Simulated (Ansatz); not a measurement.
This script drives the Python package of Ansatz (0.2.0).

The script, `elastic_pbs.py`:
```python
"""Elastic constants of PbS."""

from dataclasses import replace
import logging
import sys

import ansatz as az
import numpy as np

logging.basicConfig(stream=sys.stdout, format="%(levelname)s:%(name)s:%(message)s")
logger = logging.getLogger("pbs")
logger.setLevel(logging.INFO)

FUNCTIONAL = "pbesol"
SMEARING = "fixed"
MESH = (5, 5, 1)


def main() -> None:
    system = (
        az.Lattice.of((2.982824, -2.985307, 0.0), (2.982824, 2.985307, 0.0), (-2.098328, 0.0, 22.206672))
        .atom("Pb", (0.732561, 0.722117, 0.935698))
        .atom("Pb", (0.277883, 0.267439, 0.064302))
        .atom("S", (0.245946, 0.21579, 0.944373))
        .atom("S", (0.78421, 0.754054, 0.055627))
    )

    base = (
        system.calculation()
        .functional(FUNCTIONAL)
        .basis(16 * az.Ha)
        .occupations(SMEARING)  # no smearing
        .kpoints(*MESH)  # sampling of the Brillouin zone
    )
    # relax, then strain
    rest = base.relax(cell=True).run(threads=1, pin="off").lattice
    relaxed = az.Crystal(lattice=az.Lattice.of(rest.cell_ang))
    for site in rest.sites:
        relaxed = relaxed.atom(site.symbol, site.position_frac)
    base = replace(base, crystal=relaxed)
    logger.info("relaxed volume {:.3f} A^3".format(abs(np.linalg.det(rest.cell_ang))))
    done = base.elastic("clamped_ion", amplitude=0.005).run(threads=1, pin="off")
    elastic = done.elastic

    print(np.array2string(np.round(elastic.c_gpa, 1) + 0.0, suppress_small=True))
    print("Voigt stress of the unstrained cell (GPa, tension positive):", np.round(elastic.sigma0_gpa, 3) + 0.0)
    print("smallest eigenvalue of C:", round(elastic.stability.min_eigenvalue_gpa, 1), "GPa; stable:", elastic.stability.stable)
    # averaged moduli need a positive definite tensor
    if elastic.stability.min_eigenvalue_gpa > 0:
        for name, value in elastic.moduli.to_plain().items():
            logger.info(f"{name:14s} {value:9.3f}")


if __name__ == "__main__":
    main()
```

It is started by `python elastic_pbs.py`. Estimate its wall time and peak memory on 1 thread of Arm Neoverse V2, on a shared host.

It took about 4 min, with a peak of 0.59 GiB, for 2 runs of the engine.

```console
$ python elastic_pbs.py
INFO:pbs:relaxed volume 386.116 A^3
[[38.8  4.1  5.4  0.   0.   0. ]
 [ 4.1 38.8  5.4  0.   0.   0. ]
 [ 5.4  5.4 28.2  0.   0.   0. ]
 [ 0.   0.   0.   3.8  0.   0. ]
 [ 0.   0.   0.   0.   3.8  0. ]
 [ 0.   0.   0.   0.   0.   5.6]]
Voigt stress of the unstrained cell (GPa, tension positive): [0.001 0.006 0.014 0.    0.003 0.   ]
smallest eigenvalue of C: 3.8 GPa; stable: None
INFO:pbs:k_voigt_gpa       15.048
INFO:pbs:k_reuss_gpa       14.800
INFO:pbs:k_hill_gpa        14.924
INFO:pbs:g_voigt_gpa        8.698
INFO:pbs:g_reuss_gpa        5.934
INFO:pbs:g_hill_gpa         7.316
INFO:pbs:youngs_gpa        18.866
INFO:pbs:poisson            0.289
```

Reading the output:
- The cell holds layers, chains or clusters in vacuum, no bulk phase; its stress is averaged over the vacuum too and scales with the cell's height.
- The structure is layered, and without a dispersion term the spacing of the layers is poorly determined.
- The cell relaxed to the group C2/m; tensors and edges are in the axes of the typed cell.
- Spin-orbit coupling, which matters for elements this heavy, is left out.
- These are clamped-ion constants: where atoms have free coordinates under strain, the relaxed-ion ones can be far smaller or negative, so this tensor doesn't settle whether the crystal is stable.
- This cell is a computed structure, which may not be the phase found in nature.
- The constants belong to the cell that was strained; where it wasn't relaxed first it may be under stress.

(A comment or docstring line of the script was reworded after the run, the code is as it ran; lines on the test bed's own set-up are left out of the output.)
